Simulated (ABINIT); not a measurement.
SiC (Moissanite):

```
Si C
1.0
     3.07600    0.00000    0.00000
    -1.53800    2.66389    0.00000
     0.00000    0.00000    5.04800
Si C
2 2
Direct
  0.66667 0.33333 0.50000
  0.33333 0.66667 0.00000
  0.66667 0.33333 0.88500
  0.33333 0.66667 0.38500
```

| Item | Value |
| --- | --- |
| Program | ABINIT 10.8.3 (patched build) |
| Task | relaxation of cell and atoms |
| Functional | LDA |
| Potentials or basis | PseudoDojo NC SR LDA v0.4.1 standard |
| Cutoff | 1116 eV |
| k mesh | 8 × 8 × 4 |
| Occupations | fermi-dirac, width 0.05 eV |
| Spin | no spin polarisation |

At the start: pressure -4.4 GPa; volume 10.34 Å³/atom.

**Question.** Where does the relaxation end?

**Answer.** Over 7 steps the energy falls by 11.9 meV/atom and the volume is 10.12 Å³/atom (-2.1 %); space group P6_3mc (No. 186, to 0.05 Å).

Step by step:
```
step  energy change (eV)  largest force (eV/Å)  pressure (GPa)  volume (Å³)
   1              0.0000                0.7284           -4.42        41.36
   2             -0.0309                0.4888           -1.68        40.81
   3             -0.0448                0.0869            1.01        40.31
   4             -0.0466                0.0581            0.59        40.39
   5             -0.0478                0.0039           -0.02        40.49
   6             -0.0478                0.0001           -0.01        40.49
   7             -0.0478                0.0000            0.00        40.49
```

Final structure:
```
CELL_PARAMETERS angstrom
3.05420 0.00000 0.00000
-1.52710 2.64502 0.00000
0.00000 0.00000 5.01215
ATOMIC_POSITIONS crystal
Si 0.66667 0.33333 0.50458
Si 0.33333 0.66667 0.00458
C 0.66667 0.33333 0.88042
C 0.33333 0.66667 0.38042
```
